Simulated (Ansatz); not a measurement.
**InP: how the settings move a single-point run**

Question: which choices in the input matter for InP?

The COD entry's cell or inner coordinates are ideal or old and differ from later refinements, so a difference from it is no clean test against experiment.

Computed with Ansatz 0.2.0 (reference: DFT, PBE, PAW with Ansatz's default frozen-core files, scalar-relativistic, unless a step's input says otherwise).

## (1) The starting structure

Symmetry: F-43m, No. 216, cubic system. Conventional cell: a = 5.861 Å, b = 5.861 Å, c = 5.861 Å, α = 90.00°, β = 90.00°, γ = 90.00°. In (site symmetry -43m) has 4 P at 2.54 Å in its first shell of neighbours. P (site symmetry -43m) has 4 In at 2.54 Å in its first shell of neighbours.

Structure file:

```
In P
1.0
     0.00000    2.93050    2.93050
     2.93050    0.00000    2.93050
     2.93050    2.93050    0.00000
In P
1 1
Direct
  0.00000 0.00000 0.00000
  0.75000 0.75000 0.75000
```

## (2) Reference

The input, input.yaml:

```yaml
crystal:
  lattice:
    - [0.0, 2.9305, 2.9305]
    - [2.9305, 0.0, 2.9305]
    - [2.9305, 2.9305, 0.0]
  atoms:
    - { symbol: In, position: [0.0, 0.0, 0.0] }
    - { symbol: P, position: [0.75, 0.75, 0.75] }
kpoints:
  mp_grid: { grid: [15, 15, 15] }
scf:
  occupations: { method: fermi_dirac, width: 0.03 }
hamiltonian:
  xc: pbe
  pseudopotentials: { kind: paw }
output:
  forces: true
  stress: true
  eigenvalues: true
  efg: { contact_densities: true }
```

Started as:

```console
$ ansatz run input.yaml --threads 1 --pin off --max-ram 2048MiB --backend cpu --events-out ev --progress --plain --runs-dir out
```

## (3) Changed: mp_grid.shift [0.5, 0.5, 0.5], dispersion d3bjatm

Changes to input.yaml since step 2:

```diff
@@ -9,3 +9,3 @@
 kpoints:
-  mp_grid: { grid: [15, 15, 15] }
+  mp_grid: { grid: [15, 15, 15], shift: [0.5, 0.5, 0.5] }
 scf:
@@ -15,2 +15,3 @@
   pseudopotentials: { kind: paw }
+  dispersion: d3bjatm
 output:
@@ -20 +21,5 @@
   efg: { contact_densities: true }
+  write_density: true
+  write_potential: true
+  elf: true
+  volumetric_format: npy
```

What does the calculation give? Wanted: for each run, ending; energy change; pressure; gap; force.

**Answer**, as computed:

| run | ending | energy change | pressure (GPa) | gap (eV) | force (eV/Å) | cycles | time |
| --- | --- | --- | --- | --- | --- | --- | --- |
| reference | converged | 0 | 3.3 | 0.72 | 0.00 | 6 | 8.9 s |
| 1: mp_grid.shift [0.5, 0.5, 0.5], dispersion d3bjatm | converged | -298.7 meV/atom (dispersion and other settings together) | 1.3 | 0.92 | 0.00 | 6 | 32 s |

Times don't compare one to one where runs were asked for different outputs or read a saved state (see the inputs); cycles may leave out searches for a lower state.

Residual by cycle in the longest SCF loop of each run; runs are numbered as in the table. The quantity is the density residual dr2, in eV.

```
cycle  reference    run 1
    1    0.00435  0.00434
    2     7.6e-4   7.5e-4
    3     6.9e-5   6.8e-5
    4     5.4e-6   5.2e-6
    5     2.2e-6   2.3e-6
    6     4.8e-8   4.4e-8
```

The energy moves by -298.7 meV/atom, nearly all of it the dispersion term itself (-298.7 meV/atom); that offset belongs to the model and is no gain or loss of stability; the pressure goes from 3.3 to 1.3 GPa and the gap on the mesh goes from 0.72 to 0.92 eV.
